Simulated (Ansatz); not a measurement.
Runs of Ansatz 0.2.0 on MnO. All rows change the cell; the cell of one of them follows. The structure is hexagonal, space group P-6m2 (No. 187). The conventional cell has a = 2.969 Å, b = 2.969 Å, c = 2.898 Å, α = 90.00°, β = 90.00°, γ = 120.00°. Mn (site symmetry -6m2) has 6 O at 2.24 Å as nearest neighbours. O (site symmetry -6m2) has 6 Mn at 2.24 Å as nearest neighbours. Measurements of this composition are mostly on another form, of space group No. 225.

```tsv
level	spin	U	k mesh	hubbard projectors	double counting	gap on the mesh (eV)	pressure (GPa)	moment (μB)	largest force (eV/Å)
PBE+U	collinear, ferrimagnetic start	Mn d U = 2 eV	7 × 7 × 7	ortho-atomic (the default)	fll (the default)	0.40	-0.5	0.00	0.11
PBE+U	collinear, ferrimagnetic start	Mn d U = 6 eV	7 × 7 × 4	ortho-atomic (the default)	fll (the default)	1.75	8.1	0.00	-
LDA	collinear, antiferromagnetic start	-	7 × 7 × 7	-	-	none	(b)	0.00	0.21
PBE+U	collinear, antiferromagnetic start	Mn d U = 2 eV	7 × 7 × 7	ortho-atomic (the default)	fll (the default)	0.40	-0.5	0.00	0.11
PBE+U	collinear, antiferromagnetic start	Mn d U = 6 eV	7 × 7 × 7	ortho-atomic (the default)	fll (the default)	0.89	(a)	0.00	0.04
```

Alike in all rows: task single point; potentials or basis Ansatz PAW; cell another cell of the same crystal, with 4 atoms; cutoff (eV) 420; smearing gaussian 0.05 eV.

Problem. Fill in the values left out.

Solution. (a) 7.3; (b) -20.5.

Caveats: the magnetic or orbital state may not be the lowest (some runs); odd divisions of the mesh miss points on the zone boundary, where band edges often lie, so the gap on the mesh can be too wide (some runs); so large a pressure means that the cell lies far from this level's equilibrium, or that cutoff or potentials fall short (some runs); semilocal functionals often make such compounds metallic where correlation or magnetic order opens a gap, which also shifts bond lengths (some runs); the PAW data sets come from PBE, with cores solved anew for the run's functional, which leaves a small shift of forces and pressure (some runs).

A k mesh can miss the band edges.

A gap of «none» marks a metal or a gap under the smearing width.
